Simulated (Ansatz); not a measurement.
# CaO (Fm-3m): how far a G0W0 gap depends on its settings

How well converged is a G0W0 gap of CaO built on the rocksalt prototype?

The runs shown are made with Ansatz 0.2.0. G0W0, plane waves. Calculated at 0 K for a non-magnetic cell.

**1. Starting point**

The cell was relaxed beforehand with r2SCAN.

Space group Fm-3m (No. 225), cubic; a = 4.795 Å in the conventional setting, 13.78 Å³ an atom. Around Ca lie 6 O at 2.40 Å; around O lie 6 Ca at 2.40 Å.

The structure in full:

```cif
data_structure
_symmetry_space_group_name_H-M 'Fm-3m'
_symmetry_Int_Tables_number 225
_cell_length_a 4.7951
_cell_length_b 4.7951
_cell_length_c 4.7951
_cell_angle_alpha 90.000
_cell_angle_beta 90.000
_cell_angle_gamma 90.000
_cell_volume 110.25
loop_
_atom_site_label
_atom_site_type_symbol
_atom_site_symmetry_multiplicity
_atom_site_Wyckoff_symbol
_atom_site_fract_x
_atom_site_fract_y
_atom_site_fract_z
_atom_site_occupancy
Ca1 Ca 4 a 0.00000 0.00000 0.00000 1
O1 O 4 b 0.50000 0.00000 0.00000 1
```

**2. 62 empty bands, 100 eV**

File input.yaml:

```yaml
crystal:
  lattice:
    - [0.0, 2.3975501136, 2.3975501136]
    - [2.3975501136, 0.0, 2.3975501136]
    - [2.3975501136, 2.3975501136, 0.0]
  atoms:
    - { symbol: Ca, position: [0.0, 0.0, 0.0] }
    - { symbol: O, position: [0.5, 0.5, 0.5] }
kpoints:
  mp_grid: { grid: [6, 6, 6] }
hamiltonian:
  xc: pbe
scf:
  occupations: { method: fixed }
gw:
  n_empty_bands: 62
  ecut_chi: 100
  qp_bands: [v2, c2]
  qp_kpoints: band_edges
  screening: { model: contour_deformation }
```

**3. 151 empty bands, 180 eV**

Edit input.yaml of step 2 so:

```diff
@@ -15,4 +15,4 @@
 gw:
-  n_empty_bands: 62
-  ecut_chi: 100
+  n_empty_bands: 151
+  ecut_chi: 180
   qp_bands: [v2, c2]
```

**4. 293 empty bands, 260 eV**

Edit input.yaml of step 3 so:

```diff
@@ -15,4 +15,4 @@
 gw:
-  n_empty_bands: 151
-  ecut_chi: 180
+  n_empty_bands: 293
+  ecut_chi: 260
   qp_bands: [v2, c2]
```

**5. Starting from HSE06**

Edit input.yaml of step 4 so:

```diff
@@ -11,3 +11,3 @@
 hamiltonian:
-  xc: pbe
+  xc: hse06
 scf:
@@ -15,4 +15,4 @@
 gw:
-  n_empty_bands: 293
-  ecut_chi: 260
+  n_empty_bands: 151
+  ecut_chi: 180
   qp_bands: [v2, c2]
```

**6. Starting from r2SCAN**

Edit input.yaml of step 5 so:

```diff
@@ -11,3 +11,3 @@
 hamiltonian:
-  xc: hse06
+  xc: r2scan
 scf:
```

**7. Starting from PBE0**

Edit input.yaml of step 6 so:

```diff
@@ -11,3 +11,3 @@
 hamiltonian:
-  xc: r2scan
+  xc: pbe0
 scf:
```

**8. A plasmon pole in place of the full frequency dependence**

Edit input.yaml of step 7 so:

```diff
@@ -11,3 +11,3 @@
 hamiltonian:
-  xc: pbe0
+  xc: pbe
 scf:
@@ -19,2 +19,2 @@
   qp_kpoints: band_edges
-  screening: { model: contour_deformation }
+  screening: { model: godby_needs }
```

**9. A finer mesh, 8×8×8**

Edit input.yaml of step 8 so:

```diff
@@ -9,3 +9,3 @@
 kpoints:
-  mp_grid: { grid: [6, 6, 6] }
+  mp_grid: { grid: [8, 8, 8] }
 hamiltonian:
@@ -15,6 +15,6 @@
 gw:
-  n_empty_bands: 151
-  ecut_chi: 180
+  n_empty_bands: 44
+  ecut_chi: 80
   qp_bands: [v2, c2]
   qp_kpoints: band_edges
-  screening: { model: godby_needs }
+  screening: { model: contour_deformation }
```

**10. Norm-conserving pseudopotentials**

Edit input.yaml of step 9 so:

```diff
@@ -9,5 +9,6 @@
 kpoints:
-  mp_grid: { grid: [8, 8, 8] }
+  mp_grid: { grid: [6, 6, 6] }
 hamiltonian:
   xc: pbe
+  pseudopotentials: { kind: nc }
 scf:
@@ -15,4 +16,4 @@
 gw:
-  n_empty_bands: 44
-  ecut_chi: 80
+  n_empty_bands: 151
+  ecut_chi: 180
   qp_bands: [v2, c2]
```

Q: Predict the outcome of this session. Wanted: for each run, start; potentials; frequencies; empty bands; cutoff; Kohn-Sham gap; G0W0 gap.

As calculated:

| start | potentials | frequencies | empty bands | cutoff (eV) | mesh | Kohn-Sham gap (eV) | G0W0 gap (eV) |
| --- | --- | --- | --- | --- | --- | --- | --- |
| PBE | PAW | full | 62 | 100 | 6×6×6 | 3.65 | 5.73 |
| PBE | PAW | full | 151 | 180 | 6×6×6 | 3.65 | 5.90 |
| PBE | PAW | full | 293 | 260 | 6×6×6 | 3.65 | 6.00 |
| HSE06 | PAW | full | 151 | 180 | 6×6×6 | 5.31 | 6.61 |
| r2SCAN | PAW | full | 151 | 180 | 6×6×6 | 4.20 | 6.17 |
| PBE0 | PAW | full | 151 | 180 | 6×6×6 | 6.05 | 6.85 |
| PBE | PAW | pole | 151 | 180 | 6×6×6 | 3.65 | 5.86 |
| PBE | PAW | full | 44 | 80 | 8×8×8 | 3.65 | 5.68 |
| PBE | NC | full | 151 | 180 | 6×6×6 | 3.65 | 5.83 |

Gaps are those on each run's own mesh.

With bands and cutoff raised together, from 62 bands at 100 eV to 293 at 260 eV, the gap moves by +0.27 eV, and on the last rung by +0.10 eV; extrapolated in 1/N from the last two rungs, the limit on this k mesh would lie near 6.1 eV. The starting point matters: against PBE, HSE06 gives +0.71 eV, r2SCAN gives +0.27 eV, PBE0 gives +0.95 eV. The plasmon pole changes the gap by -0.045 eV. Norm-conserving potentials change it by -0.073 eV.
